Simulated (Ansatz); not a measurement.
Ni (Im-3m), an elastic constant from a strain scan

The calculation used Ansatz, DFT PBE, scalar-relativistic, plane waves, PAW. Settings: plane waves to 420 eV, k-mesh 30×30×30 (Γ-centred), Gaussian smearing 0.15 eV. Collinear spins, started from moments 0.6 μB in atom order; the magnetic state may not be the lowest. Energies are free energies at this smearing, counted from the undisturbed cell; pressure is positive in compression.

The starting cell (relaxed at this level; with this scan's settings it stands at 0.2 GPa; this bcc form isn't the usual structure):

```
Ni
1.0
    -1.40024    1.40024    1.40024
     1.40024   -1.40024    1.40024
     1.40024    1.40024   -1.40024
Ni
1
Direct
  0.00000 0.00000 0.00000
```

The cell is strained by ε times the Voigt pattern (0, 0, 0, 0, 1, 0) (xx, yy, zz, yz, xz, xy; engineering shear) with fractional coordinates fixed. The cell holds 1 atom in V0 = 10.98 Å³. The stress column is τ = (1/V0) dE/dε, got from the stress tensor σ (compression positive) at each point as −det(1 + εP) σ : P(1 + εP)⁻¹, with P the pattern as a tensor.

```
      ε  ΔE (meV/atom)  τ (GPa)
-0.0400              ?        ?
-0.0200          2.110   -3.080
 0.0000          0.000    0.000
 0.0100          0.527    1.539
 0.0300          4.750    4.621
```

Task: Which combination of elastic constants does this scan measure, and how large is it?

Result: For small ε, τ = τ0 + Kε with K = pᵀCp, which for this pattern is C44 in the cubic axes. The parabola through τ at ε = -0.0200, 0 and 0.0100 has slope K = 154 GPa at zero. The energies per cell, E = NΔE, of the same two points give K = 2[E(ε₊)/ε₊ − E(ε₋)/ε₋]/[(ε₊ − ε₋)V0] = 154 GPa, in agreement.

Task: Predict the withheld row at ε = -0.0400 from the harmonic law, and compare.

Result: ΔE = V0(τ0 ε + Kε²/2)/N = 8.443 meV/atom and τ = -6.16 GPa. The calculation gives 8.444 meV/atom and -6.16 GPa, a miss of 0.01 meV/atom at most, so the harmonic law still holds here.

In a metal these slopes depend on the k mesh and the smearing.

Cost: 5 runs of about 4.1 core-minutes in all, on AMD EPYC 9R45 (Zen 5) (shared hosts).